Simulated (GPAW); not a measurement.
Wanted: an ASE script for a GPAW 26.7.0 run.

```yaml
Task: single point
Functional: LDA
Potentials_or_basis: the program's PAW data sets (release 1.2.1) made for this functional
Cutoff: 800 eV
Basis: pw
k_mesh: 10 × 10 × 8
Occupations: fermi-dirac, width 0.05 eV
Spin: no spin polarisation
Hubbard_terms: Hf d U = 5 eV
Maxiter: 150
```

The structure of HfB2 lies in POSCAR:

```
HfB2
1.0
    3.1400000000      0.0000000000      0.0000000000
   -1.5700000000      2.7193197679      0.0000000000
    0.0000000000      0.0000000000      3.4800000000
Hf B
1 2
Direct
    0.0000000000      0.0000000000      0.0000000000
    0.6666666667      0.3333333333      0.5000000000
    0.3333333333      0.6666666667      0.5000000000
```

One way to write it, as run:

run.py

```python
from ase.dft.bandgap import bandgap
from ase.io import read, write
from ase.units import GPa
from gpaw import GPAW, PW

atoms = read('POSCAR')

calc = GPAW(mode=PW(800),
            xc='LDA',
            kpts={'size': (10, 10, 8), 'gamma': True},
            occupations={'name': 'fermi-dirac', 'width': 0.05},
            setups={'Hf': ':d,5.0'},
            nbands=20,
            convergence={'density': 1e-05, 'energy': 1e-05},
            maxiter=150,
            txt='gpaw.txt')
atoms.calc = calc
energy = atoms.get_potential_energy()
forces = atoms.get_forces()
stress = atoms.get_stress()
calc.write('gs.gpw')
write('result.traj', atoms)
print(f'Energy: {energy:.6f} eV')
print('Forces (eV/A):')
print(forces.round(4))
print('Stress (GPa):', (stress / GPa).round(3))
print('Fermi level:', round(calc.get_fermi_level(), 4), 'eV')
print(f'Gap: {bandgap(calc)[0]:.4f} eV, direct: {bandgap(calc, direct=True)[0]:.4f} eV')
```

Potentials or basis: the program's PAW data sets (release 1.2.1) made for this functional, pw.

Run with:

```bash
$ OMP_NUM_THREADS=1 python run.py
```

It gave:

```json
{"Pressure": "5.1 GPa", "Band gap on the k mesh": "none (metal or under the smearing width)"}
```

Caveat: U without spin polarisation on a metal has little footing; the U is typed as a test and isn't derived for this compound.

Wall time 37 s on 1 thread of Arm Neoverse V2, with other jobs on the host, peak memory 0.19 GiB.
